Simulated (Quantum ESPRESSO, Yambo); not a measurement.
# CsH (Fm-3m): G0W0 with Yambo, start to end, part 3 of 3

How does a plane-wave GW calculation on CsH (Fm-3m) run from the first input to the gap?

Quantum ESPRESSO 7.5 and Yambo 5.3.0; PBEsol and many-body steps on it, plane waves. Known limits of the many-body steps: not at the basis limit; no spin-orbit coupling.

So far. Step 3 (Bands along the symmetry lines): The gap is 2.149 eV, as in the run before at this level. Step 4 (Empty states on the mesh, 4×4×4 mesh, 586 bands): On this mesh the gap is 2.149 eV.

The database entry behind the starting cell differs from later determinations by our own check (0.1 to 0.3 % short, probably kX units), so it need not match the best structure at ambient conditions.

### Step 6. Screening and self-energy, 4×4×4 mesh, 242 bands, screening to 217.7 eV

Now the one-shot GW correction: screening in the RPA, then the self-energy of the levels asked for.

This step: G0W0 on PBEsol, plane waves, norm-conserving pseudopotentials.

File gw2.in:

```
HF_and_locXC
gw0
dyson
ppa
em1d
rim_cut
RandQpts= 1000000
RandGvec= 1 RL
EXXRLvcs= 64 Ry
VXCRLvcs= 256 Ry
Chimod= "HARTREE"
% BndsRnXp
 1 | 242 |
%
NGsBlkXp= 16 Ry
% LongDrXp
 1 | 1 | 1 |
%
% GbndRnge
 1 | 242 |
%
DysSolver= "n"
ExtendOut
PPAPntXp= 27.21138 eV
% QPkrange
 3 | 3 | 4 | 7 |
 1 | 1 | 4 | 7 |
%
```

Started as:

```console
$ OMP_NUM_THREADS=1 mpirun -n 4 yambo -F gw2.in -J gw2 -C gw2 > gw2.log
```

The program printed:

```text
 Yambo, version 5.3.0

 [02] CORE Variables Setup
 =========================

  [... cell, symmetries and grids as in the set-up ...]

  [02.05] Energies & Occupations
  ==============================

  [X] === General ===
  [X] Electronic Temperature                        :  0.000000  0.000000 [eV K]
  [X] Bosonic    Temperature                        :  0.000000  0.000000 [eV K]
  [X] Finite Temperature mode                       : no
  [X] El. density                                   :  0.15432E+24 [cm-3]
  [X] Fermi Level                                   :  3.261446 [eV]

  [X] === Gaps and Widths ===
  [X] Conduction Band Min                           :  2.149182 [eV]
  [X] Valence Band Max                              :  0.000000 [eV]
  [X] Filled Bands                                  :   5
  [X] Empty Bands                                   :     6   586
  [X] Direct Gap                                    :  2.149182 [eV]
  [X] Direct Gap localized at k                     :  3
  [X] Indirect Gap                                  :  2.149182 [eV]
  [X] Indirect Gap between kpts                     :  3  3
  [X] Last valence band width                       :  1.775611 [eV]
  [X] 1st conduction band width                     :  2.995424 [eV]

 [03] Transferred momenta grid and indexing
 ==========================================

 IBZ Q-points                                      :   8
 BZ  Q-points                                      :   64

 K/Q-points units:
 rlu = crystal or reduced units; cc = cartesian coordinates; iku = interal k-units

 Q [1]          [rlu]:  0.000000  0.000000  0.000000
 Q [2]          [rlu]: -0.48926E-17 -0.48926E-17  0.25000
 Q [3]          [rlu]:  0.97851E-17  0.97851E-17 -0.50000
 Q [4]          [rlu]:  0.66107E-17  0.25000      0.25000
 Q [5]          [rlu]:  0.78423E-17  0.25000      0.50000
 Q [6]          [rlu]:  0.97851E-17  0.25000     -0.25000
 Q [7]          [rlu]: -0.13221E-16 -0.50000     -0.50000
 Q [8]          [rlu]:  0.250000 -0.500000 -0.250000

 [04] Coloumb potential Random Integration (RIM)
 ===============================================

  [04.01] RIM initialization
  ==========================

  * Diagonal components only detected *

  8 x (sBL volume)        :  0.070904 [a.u.]
  sBZ random points       :  1000000
  Points outside the sBZ  :   7968281
  RL volume               :  0.567229 [a.u.]
  Integrated volume       :  0.569486 [a.u.]

  [04.02] RIM integrals
  =====================

  Gamma point sphere radius             :  0.075077 [a.u.]
  Points outside the sphere             :   800476
  [Int_sBZ(q=0) 1/q^2]*(Vol_sBZ)^(-1/3) =:  7.776341
                                 should be <:  7.795600

  Summary of Coulomb integrals for non-metallic bands |Q|[au] RIM/Bare

  Q [1] 0.100000E-4 0.997530 * Q [2] 0.225805 1.070250
  Q [4] 0.260737 1.068048 * Q [6] 0.368738 1.029370
  Q [5] 0.432383 1.023545 * Q [3] 0.451610 1.020007
  Q [7] 0.521474 1.016898 * Q [8] 0.583026 1.014037

 [WARNING] [Xp] User bands 1-242 break level degeneracy

 [05] Dipoles
 ============

  [05.01] Setup: observables and procedures
  =========================================

 [06] Dynamic Dielectric Matrix (PPA)
 ====================================

 [WR./gw2//ndb.pp]---------------------------------------------------------------
  Brillouin Zone Q/K grids (IBZ/BZ)                :    8   64    8   64
  RL vectors                                       :   4645 [WF]
  Coulomb cutoff potential                         : none
  Electronic Temperature                           :  0.000000 [K]
  Bosonic    Temperature                           :  0.000000 [K]
  PPA    diel. fun.  energies                      : Perdew, Burke & Ernzerhof SOL(X)+Perdew, Burke & Ernzerhof SOL(C)
  wavefunctions                                    : Perdew, Burke & Ernzerhof SOL(X)+Perdew, Burke & Ernzerhof SOL(C)
  Global Gauge                                     : length
  X matrix size                                    :   531
  X band range                                     :    1  242
  X e/h energy range                               : -1.000000 -1.000000 [eV]
  X Time ordering                                  : R
  X Hxc Kernel                                     : HARTREE
  X Drude frequency                                :  0.000000  0.000000
  X poles                                          :  100.0000 [o/o]
  RL vectors in the sum                            :   4645
  [r,Vnl] included                                 : yes
  Field direction                                  :  0.577350E-5  0.577350E-5  0.577350E-5
  BZ energy Double Grid                            : no
  BZ energy DbGd points                            : 0
  BZ Q point size factor                           : -1.000000
  X Optical Averaged directions                    : none

 [07] Local Exchange-Correlation + Non-Local Fock
 ================================================

 [VXC] Plane waves :  30395
 [EXS] Plane waves :   3839

 QP @ state[ 1 ] K range:  1  1
 QP @ state[ 1 ] b range:   4   7
 QP @ state[ 2 ] K range:  3  3
 QP @ state[ 2 ] b range:   4   7

 [xc] Functional : Perdew, Burke & Ernzerhof SOL(X)+Perdew, Burke & Ernzerhof SOL(C)
 [xc] LIBXC used to calculate xc functional
  PP Number of Atomic Species                      :  2
  NLCC RL compoments                               :  30395
  PP Number of Atomic Species                      :  2
  NLCC RL compoments                               :  30395

 [xc] E_xc :  -3.484483 [Ha]
      E_xc :  -6.968966 [Ry]

  Local XC kind (lXC) : Perdew, Burke & Ernzerhof SOL(X)+Perdew, Burke & Ernzerhof SOL(C)
  Non-Local XC kind (nlXC) : Hartree-Fock

  Corrections @ K [1] :  [eV]
 <4|nlXC|4> = -17.51169 -0.80045E-17 <4|lXC|4> = -13.08324 -0.94408E-16
 <5|nlXC|5> = -11.95091  0.25863E-17 <5|lXC|5> = -8.356704  0.18882E-15
 <6|nlXC|6> = -3.374787 -0.11003E-17 <6|lXC|6> = -7.905344  0.94408E-16
 <7|nlXC|7> = -3.374893 -0.62080E-18 <7|lXC|7> = -7.905344  0.94408E-16

  Corrections @ K [3] :  [eV]
 <4|nlXC|4> = -17.43822  0.25040E-16 <4|lXC|4> = -12.98474 -0.94408E-16
 <5|nlXC|5> = -13.42125 -0.81332E-17 <5|lXC|5> = -10.17104  0.33043E-15
 <6|nlXC|6> = -2.831610 -0.12126E-17 <6|lXC|6> = -6.523269  0.000000
 <7|nlXC|7> = -3.628170 -0.87807E-19 <7|lXC|7> = -7.918640 -0.11801E-16

 [08] Dyson equation: Newton solver
 ==================================

  [08.01] G0W0 (W PPA)
  ====================

  [  GW  ] Bands range     :    1  242
  [GW/PPA] G damping       :  0.100000 [eV]

  QP @ state[ 1 ] K range:  1  1
  QP @ state[ 1 ] b range:   4   7
  QP @ state[ 2 ] K range:  3  3
  QP @ state[ 2 ] b range:   4   7

   Sc/G bands                                       :    1  242
   Sc/G damping                                     :  0.100000 ev
   Sc bands terminator                              : no
   Sx RL components                                 :   3839

   QP @ state[ 1 ] K range                          :  1  1
   QP @ state[ 1 ] b range                          :   4   7
   QP @ state[ 2 ] K range                          :  3  3
   QP @ state[ 2 ] b range                          :   4   7
   GF energies kind                                 : Perdew, Burke & Ernzerhof SOL(X)+Perdew, Burke & Ernzerhof SOL(C)
   GF WF`s kind                                     : Perdew, Burke & Ernzerhof SOL(X)+Perdew, Burke & Ernzerhof SOL(C)
   Xs energies kind                                 : Perdew, Burke & Ernzerhof SOL(X)+Perdew, Burke & Ernzerhof SOL(C)
   Xs WF`s kind                                     : Perdew, Burke & Ernzerhof SOL(X)+Perdew, Burke & Ernzerhof SOL(C)

 [11] Game Over & Game summary
```

Elapsed: 5.4 min, on 4 MPI ranks of Arm Neoverse V2, shared host; peak memory 2 GiB; 22 min of CPU time.

Numbers from this step:

```
G0W0 gap on the points computed              : 4.343 eV
starting gap on the mesh                     : 2.149 eV
k of the valence top                         : 0, 0, -0.5
k of the conduction bottom                   : 0, 0, -0.5
least direct G0W0 gap on the computed points : 4.343 eV
Z at the valence top                         : 0.7965
Z at the conduction bottom                   : 0.8487
```

The gap on the mesh goes from 2.15 eV to 4.34 eV, a correction of +2.19 eV.

Limits: finite bands, cutoff and mesh; no spin-orbit coupling. v1 is the top filled band, c1 the lowest empty one. Levels before and after the correction, in eV, zero at the valence-band top of each column:

```csv
,conduction bottom,valence top
Kohn-Sham,2.15,0.00
G0W0,4.34,0.00
```

```csv
,level,energy (eV)
Kohn-Sham,(0 0 -0.5) v2,-7.980
Kohn-Sham,(0 0 -0.5) v1,0.000
Kohn-Sham,(0 0 -0.5) c1,2.149
Kohn-Sham,(0 0 -0.5) c2,4.683
G0W0,(0 0 -0.5) v2,-8.433
G0W0,(0 0 -0.5) v1,0.000
G0W0,(0 0 -0.5) c1,4.343
G0W0,(0 0 -0.5) c2,7.143
```

### Step 7. Where the time went

Times are wall times on the hardware named with each run, good to a factor of about two.

```
                          step     time  share  memory (GiB)
                  ground state    3.5 s    1 %          0.24
bands along the symmetry lines    5.3 s    1 %          0.22
      empty states on the mesh     86 s   20 %           1.1
         conversion and set-up    2.4 s    1 %          0.25
     screening and self-energy  5.4 min   77 %           2.0
```

### Step 8. Outcome

```json
{
  "PBEsol gap": "2.15 eV, direct",
  "G0W0 gap on the mesh": "4.34 eV",
  "GW settings": "4×4×4 mesh, 242 bands, screening to 217.7 eV, Godby-Needs plasmon pole",
  "known limits": "not at the basis limit; no spin-orbit coupling"
}
```

What this shows: G0W0 moves the gap on the mesh from 2.15 eV to 4.34 eV (+2.19 eV), with Z of 0.80 and 0.85 at the edges. Only 2 of the mesh's irreducible points were corrected, so a valley elsewhere could overtake. The dearest step here is «screening and self-energy». Bands and cutoff are finite, so the gap is not at the basis limit. The miss can reach some tenths of an eV and take either sign; the mesh is an error of its own. In the G0W0 run levels were corrected at 2 k points alone, so a gap called «on the mesh» is the least over those, and an edge elsewhere would be missed. The many-body steps are scalar-relativistic: spin-orbit coupling is not in them.

[Paths, hosts, dates, memory and timing lines, banners, echoed tables and standing remarks are left out of the program output.]

[Logs are printed without paths, hosts, clocks, repeated set-up lines and the standing remarks that a program may print on its own settings, such as how far it seeks lower states.]

[Runs of the session that timed out or met a known fault of the program may be left out.]

[Hosts, paths, dates, database ids (printed as entryN), source tags and the programs' standing remarks are cut or masked in the printed files.]
